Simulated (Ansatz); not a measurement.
Wanted: the native input for an Ansatz 0.2.0 run.

- Task: band structure
- Functional: r2SCAN
- Potentials or basis: Ansatz PAW
- Cutoff: 500 eV (not typed: the program's choice for these potentials)
- k mesh: 10 × 10 × 6
- Occupations: fermi-dirac, width 0.05 eV
- Spin: no spin polarisation
- Hubbard terms: Cu d U = 4.5 eV
- Path: [["G", "M", "K", "G", "A", "L", "H", "A"], ["L", "M"], ["K", "H"]]
- Points for each segment of the path: 14
- Hubbard projectors: ortho-atomic (the default)
- Double counting: fll (the default)

The system is CuO.

```
CELL_PARAMETERS angstrom
3.17953 0.00000 0.00000
-1.58977 2.75356 0.00000
0.00000 0.00000 4.43149
ATOMIC_POSITIONS crystal
Cu 0.00000 0.00000 0.00000
Cu 0.00000 0.00000 0.50000
O 0.33333 0.66667 0.25000
O 0.66667 0.33333 0.75000
```

Measurements of this composition are mostly on another form, of space group No. 15.

One way to write it, as run:

input.yaml

```yaml
crystal:
  lattice:
    - [3.1795331, 0.0, 0.0]
    - [-1.58976655, 2.75355644, 0.0]
    - [0.0, 0.0, 4.43149073]
  atoms:
    - { symbol: Cu, position: [0.0, 0.0, 0.0] }
    - { symbol: Cu, position: [0.0, 0.0, 0.5] }
    - { symbol: O, position: [0.3333333333, 0.6666666667, 0.25] }
    - { symbol: O, position: [0.6666666667, 0.3333333333, 0.75] }
hamiltonian:
  xc: r2scan
  pseudopotentials: { kind: paw }
  hubbard: { sites: [{ species: Cu, l: d, u_eff: 4.5 }] }
kpoints:
  mp_grid: { grid: [10, 10, 6] }
  band_path:
    path:
      - [[0.0, 0.0, 0.0], [0.5, 0.0, 0.0], [0.3333333333, 0.3333333333, 0.0], [0.0, 0.0, 0.0], [0.0, 0.0, 0.5], [0.5, 0.0, 0.5], [0.3333333333, 0.3333333333, 0.5], [0.0, 0.0, 0.5]]
      - [[0.5, 0.0, 0.5], [0.5, 0.0, 0.0]]
      - [[0.3333333333, 0.3333333333, 0.0], [0.3333333333, 0.3333333333, 0.5]]
    npoints: 14
scf:
  occupations: { method: fermi_dirac, width: 0.05 }
  n_extra_bands: 10
output:
  forces: true
  stress: true
  eigenvalues: true
  fatbands: false
```

Potentials or basis: Ansatz PAW.

Run with:

```bash
$ ansatz run input.yaml --threads 2 --pin off --max-ram 5632MiB --backend cpu --events-out ev --progress --plain --runs-dir out
```

Results of the run:

- Pressure: 0.4 GPa
- Band gap on the k mesh: none (metal or under the smearing width)

Caveat: the run has no spin polarisation, though such a crystal can be magnetic; U without spin polarisation on a metal has little footing; the PAW data sets come from PBE, with cores solved anew for the run's functional, which leaves a small shift of forces and pressure.

It took 18 s on 2 threads of Intel(R) Xeon(R) Platinum 8259CL CPU @ 2.50GHz (Skylake/Cascade Lake), on a shared host, peak memory 0.54 GiB.
